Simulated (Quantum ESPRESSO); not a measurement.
HfN:

```
Hf N
1.0
     0.00000    2.25600    2.25600
     2.25600    0.00000    2.25600
     2.25600    2.25600    0.00000
Hf N
1 1
Direct
  0.00000 0.00000 0.00000
  0.50000 0.50000 0.50000
```

A run of Quantum ESPRESSO 7.5 on this cell left the log below. Logs are shortened: lines on timing, memory, paths and dates and some standing lists are left out, and cuts for length are marked.

```text
This program is part of the open-source Quantum ESPRESSO suite
     for quantum simulation of materials; please cite
[... 6 lines left out ...]
     using ibrav=0 with symmetry is DISCOURAGED, use correct ibrav instead

     K-points division:     npool     =       2
     Subspace diagonalization in iterative solution of the eigenvalue problem:
     a serial algorithm will be used

     G-vector sticks info
     --------------------
     sticks:   dense  smooth     PW     G-vecs:    dense   smooth      PW
     Sum        1039     511    163                22123     7799    1411

     Using Slab Decomposition

     bravais-lattice index     =            0
     lattice parameter (alat)  =       6.0291  a.u.
     unit-cell volume          =     154.9687 (a.u.)^3
     number of atoms/cell      =            2
     number of atomic types    =            2
     number of electrons       =        17.00
     number of Kohn-Sham states=           15
     kinetic-energy cutoff     =      52.0000  Ry
     charge density cutoff     =     414.0000  Ry
     scf convergence threshold =      4.0E-10
     mixing beta               =       0.5000
     number of iterations used =            8  plain     mixing
     energy convergence thresh.=      1.0E-05
     force convergence thresh. =      4.0E-04
     press convergence thresh. =      3.0E-01
     Exchange-correlation= SLA  PW   PSX  PSC
                           (   1   4  10   8   0   0   0)
     nstep                     =           40

     celldm(1)=   6.029107  celldm(2)=   0.000000  celldm(3)=   0.000000
     celldm(4)=   0.000000  celldm(5)=   0.000000  celldm(6)=   0.000000

     crystal axes: (cart. coord. in units of alat)
               a(1) = (   0.000000   0.707107   0.707107 )
               a(2) = (   0.707107   0.000000   0.707107 )
               a(3) = (   0.707107   0.707107   0.000000 )

     reciprocal axes: (cart. coord. in units 2 pi/alat)
               b(1) = ( -0.707107  0.707107  0.707107 )
               b(2) = (  0.707107 -0.707107  0.707107 )
               b(3) = (  0.707107  0.707107 -0.707107 )

     PseudoPot. # 1 for Hf read from file:
     hf_pbesol_v1.uspp.F.UPF
     Pseudo is Ultrasoft + core correction, Zval = 12.0
     Generated by new atomic code, or converted to UPF format
[... 1598 lines left out ...]

     reciprocal axes: (cart. coord. in units 2 pi/alat)
               b(1) = ( -0.716978  0.716978  0.716978 )
               b(2) = (  0.716978 -0.716978  0.716978 )
               b(3) = (  0.716978  0.716978 -0.716978 )

     PseudoPot. # 1 for Hf read from file:
     hf_pbesol_v1.uspp.F.UPF
     Pseudo is Ultrasoft + core correction, Zval = 12.0
     Generated by new atomic code, or converted to UPF format
     Using radial grid of  921 points,  8 beta functions with:
                l(1) =   0
                l(2) =   0
                l(3) =   0
                l(4) =   1
                l(5) =   1
                l(6) =   2
                l(7) =   2
                l(8) =   3
     Q(r) pseudized with  6 coefficients,  rinner =    1.200   1.200   1.200
                                                       1.200   1.200   1.200
                                                       1.200

     PseudoPot. # 2 for N  read from file:
     n_pbesol_v1.2.uspp.F.UPF
     Pseudo is Ultrasoft + core correction, Zval =  5.0
     Generated by new atomic code, or converted to UPF format
     Using radial grid of  729 points,  4 beta functions with:
                l(1) =   0
                l(2) =   0
                l(3) =   1
                l(4) =   1
     Q(r) pseudized with  8 coefficients,  rinner =    0.900   0.900   0.900

     atomic species   valence    mass     pseudopotential
     Hf               12.00   178.49000     Hf( 1.00)
     N                 5.00    14.00700     N ( 1.00)

     48 Sym. Ops., with inversion, found

   Cartesian axes

     site n.     atom                  positions (alat units)
         1        Hf     tau(   1) = (  -0.0000000  -0.0000000   0.0000000  )
         2        N      tau(   2) = (   0.6973716   0.6973716   0.6973716  )

     number of k points=    47  Fermi-Dirac smearing, width (Ry)=  0.0037
                       cart. coord. in units 2pi/alat
        k(    1) = (   0.0000000   0.0000000   0.0000000), wk =   0.0020000
        k(    2) = (   0.0716978   0.0716978  -0.0716978), wk =   0.0160000
        k(    3) = (   0.1433956   0.1433956  -0.1433956), wk =   0.0160000
        k(    4) = (   0.2150934   0.2150934  -0.2150934), wk =   0.0160000
        k(    5) = (   0.2867912   0.2867912  -0.2867912), wk =   0.0160000
        k(    6) = (  -0.3584890  -0.3584890   0.3584890), wk =   0.0080000
[... 39 lines left out ...]
        k(   46) = (  -0.0716978  -0.3584890   0.6452801), wk =   0.0480000
        k(   47) = (  -0.7169779   0.2867912   0.0000000), wk =   0.0240000

     Dense  grid:    21187 G-vectors     FFT dimensions: (  40,  40,  40)

     Smooth grid:     7631 G-vectors     FFT dimensions: (  27,  27,  27)

     Initial potential from superposition of free atoms

     starting charge      15.0000, renormalised to      17.0000

     negative rho (up, down):  1.218E-01 0.000E+00
     Starting wfcs are   17 randomized atomic wfcs

     Self-consistent Calculation

     iteration #  1     ecut=    52.00 Ry     beta= 0.50
     Davidson diagonalization with overlap
     ethr =  1.00E-06,  avg # of iterations =  9.1
[... 356 lines left out ...]
     negative rho (up, down):  1.132E-01 0.000E+00
          total   stress  (Ry/bohr**3)                   (kbar)     P=       99.67
   0.00067753  -0.00000000   0.00000000           99.67       -0.00        0.00
  -0.00000000   0.00067753   0.00000000           -0.00       99.67        0.00
   0.00000000   0.00000000   0.00067753            0.00        0.00       99.67

=------------------------------------------------------------------------------=
   JOB DONE.
=------------------------------------------------------------------------------=
```

Task: Write the input and the command behind it.

Result: Relaxation of cell and atoms with PBEsol, no spin polarisation. The files as run (others can give the same):

pw.in
```
&CONTROL
  calculation = 'vc-relax'
  prefix = 'pwscf'
  outdir = './tmp'
  pseudo_dir = './pseudo'
  tprnfor = .true.
  tstress = .true.
  disk_io = 'low'
  nstep = 40
  forc_conv_thr = 0.0004
  etot_conv_thr = 1d-05
/
&SYSTEM
  ibrav = 0
  nat = 2
  ntyp = 2
  ecutwfc = 52
  ecutrho = 414
  nbnd = 15
  occupations = 'smearing'
  smearing = 'fd'
  degauss = 0.00367493
/
&ELECTRONS
  conv_thr = 4d-10
  electron_maxstep = 120
  mixing_beta = 0.5
/
&IONS
  ion_dynamics = 'bfgs'
/
&CELL
  cell_dynamics = 'bfgs'
  press = 100
  press_conv_thr = 0.3
/
ATOMIC_SPECIES
Hf   178.4900 hf_pbesol_v1.uspp.F.UPF
N     14.0070 n_pbesol_v1.2.uspp.F.UPF
CELL_PARAMETERS angstrom
   0.0000000000    2.2560000000    2.2560000000
   2.2560000000    0.0000000000    2.2560000000
   2.2560000000    2.2560000000    0.0000000000
ATOMIC_POSITIONS angstrom
Hf     0.0000000000    0.0000000000    0.0000000000
N      2.2560000000    2.2560000000    2.2560000000
K_POINTS automatic
10 10 10 0 0 0
```

Potentials or basis: GBRV 1.5 PBEsol.
Command:
```bash
$ OMP_NUM_THREADS=1 mpirun -n 2 pw.x -nk 2 -in pw.in > pw.out
```
